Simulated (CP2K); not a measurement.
Runs of CP2K 2026.2 on Bi. The structure is trigonal, space group R-3m (No. 166). Conventional cell: a = 4.535 Å, b = 4.535 Å, c = 11.814 Å, α = 90.00°, β = 90.00°, γ = 120.00°. Bi (site symmetry 3m) has 6 Bi at 3.06 to 3.52 Å as nearest neighbours. 

```tsv
task	level	potentials or basis	cell	k mesh	smearing	EPS_DEFAULT	k points reduced by the point group	NGRIDS	basis sets	potentials	gap on the mesh (eV)	pressure (GPa)	relaxed volume (Å³/atom)	largest force (eV/Å)
single point	PBEsol	POTENTIAL_UZH Bi GTH-PBE-q5; TZVP-MOLOPT-PBE-GTH basis	as given	7 × 7 × 7	gaussian 0.02 eV	1.0E-10	yes	5	Bi TZVP-MOLOPT-PBE-GTH-q5	Bi GTH-PBE-q5 of POTENTIAL_UZH	0.28	1.8	-	0.35
band structure	r2SCAN	POTENTIAL_UZH Bi GTH-SCAN-q5; TZVP-MOLOPT-SCAN-GTH basis	as given	7 × 7 × 7	fermi-dirac 0.01 eV	1.0E-10	yes	4	Bi TZVP-MOLOPT-SCAN-GTH-q5	Bi GTH-SCAN-q5 of POTENTIAL_UZH	-	-0.3	-	0.07
band structure	PBE	POTENTIAL_UZH Bi GTH-PBE-q5; TZVP-MOLOPT-PBE-GTH basis	as given	7 × 7 × 7	fermi-dirac 0.1 eV	1.0E-10	yes	4	Bi TZVP-MOLOPT-PBE-GTH-q5	Bi GTH-PBE-q5 of POTENTIAL_UZH	-	2.7	-	0.27
single point	PBE	POTENTIAL_UZH Bi GTH-PBE-q5; TZVP-MOLOPT-PBE-GTH basis	as given	7 × 7 × 7	gaussian 0.1 eV	1.0E-10	yes	5	Bi TZVP-MOLOPT-PBE-GTH-q5	Bi GTH-PBE-q5 of POTENTIAL_UZH	0.28	2.7	-	0.27
band structure	PBEsol	POTENTIAL_UZH Bi GTH-PBE-q5; TZVP-MOLOPT-PBE-GTH basis	as given	7 × 7 × 7	fermi-dirac 0.0259 eV	1.0E-9	yes	4	Bi TZVP-MOLOPT-PBE-GTH-q5	Bi GTH-PBE-q5 of POTENTIAL_UZH	-	1.8	-	0.35
relaxation of cell and atoms	LDA	GTH_POTENTIALS Bi GTH-PADE-q5; TZVP-MOLOPT-PBE-GTH basis	relaxed	6 × 6 × 6	fermi-dirac 0.05 eV	1.0E-9	-	5	Bi TZVP-MOLOPT-PBE-GTH-q5	Bi GTH-PADE-q5 of GTH_POTENTIALS	none	0.0	(a)	0.01
single point	LDA	GTH_POTENTIALS Bi GTH-PADE-q5; TZVP-MOLOPT-PBE-GTH basis	as given	7 × 7 × 7	gaussian 0.02 eV	1.0E-10	yes	5	Bi TZVP-MOLOPT-PBE-GTH-q5	Bi GTH-PADE-q5 of GTH_POTENTIALS	0.27	-1.7	-	0.08
relaxation of cell and atoms	PBEsol	POTENTIAL_UZH Bi GTH-PBE-q5; TZVP-MOLOPT-PBE-GTH basis	relaxed	6 × 6 × 6	fermi-dirac 0.05 eV	1.0E-9	-	5	Bi TZVP-MOLOPT-PBE-GTH-q5	Bi GTH-PBE-q5 of POTENTIAL_UZH	none	0.0	36.14	-
band structure	PBE	POTENTIAL_UZH Bi GTH-PBE-q5; TZVP-MOLOPT-PBE-GTH basis	as given	7 × 7 × 7	fermi-dirac 0.0259 eV	1.0E-10	yes	4	Bi TZVP-MOLOPT-PBE-GTH-q5	Bi GTH-PBE-q5 of POTENTIAL_UZH	-	2.7	-	0.27
band structure	LDA	GTH_POTENTIALS Bi GTH-PADE-q5; TZVP-MOLOPT-PBE-GTH basis	as given	7 × 7 × 7	fermi-dirac 0.05 eV	1.0E-10	yes	4	Bi TZVP-MOLOPT-PBE-GTH-q5	Bi GTH-PADE-q5 of GTH_POTENTIALS	-	-1.7	-	0.08
single point	BLYP	GTH_POTENTIALS Bi GTH-BLYP-q5; TZVP-MOLOPT-PBE-GTH basis	the cell as VASP's run set it	7 × 7 × 7	methfessel-paxton 0.2 eV	1.0E-10	yes	5	Bi TZVP-MOLOPT-PBE-GTH-q5	Bi GTH-BLYP-q5 of GTH_POTENTIALS	0.28	4.1	-	(b)
single point	PBE	POTENTIAL_UZH Bi GTH-PBE-q5; TZVP-MOLOPT-PBE-GTH basis	as given	7 × 7 × 7	fermi-dirac 0.05 eV	1.0E-10	yes	5	Bi TZVP-MOLOPT-PBE-GTH-q5	Bi GTH-PBE-q5 of POTENTIAL_UZH	0.28	2.7	-	0.27
```

Alike in all rows: no spin polarisation.

Question: Fill in the values left out.

Answer: (a) 33.95; (b) 0.05.

Caveats: the basis of atomic orbitals isn't converged, which shifts pressures, moduli and gaps; spin-orbit coupling is left out, which moves the levels of the heavy elements (some runs); spin-orbit coupling is left out, which as a rule narrows the gap of such compounds by several tenths of an eV (some runs); an odd mesh through Γ misses points on the zone boundary, where band edges often lie (some runs); the potentials were made for another functional, which shifts forces and pressure (some runs); the printed path begins after the first move (some runs).

A k mesh can miss the band edges, and the runs leave out spin-orbit coupling on Bi.

A gap of «none» marks a metal or a gap under the smearing width.

Not every run made on this cell is shown here.
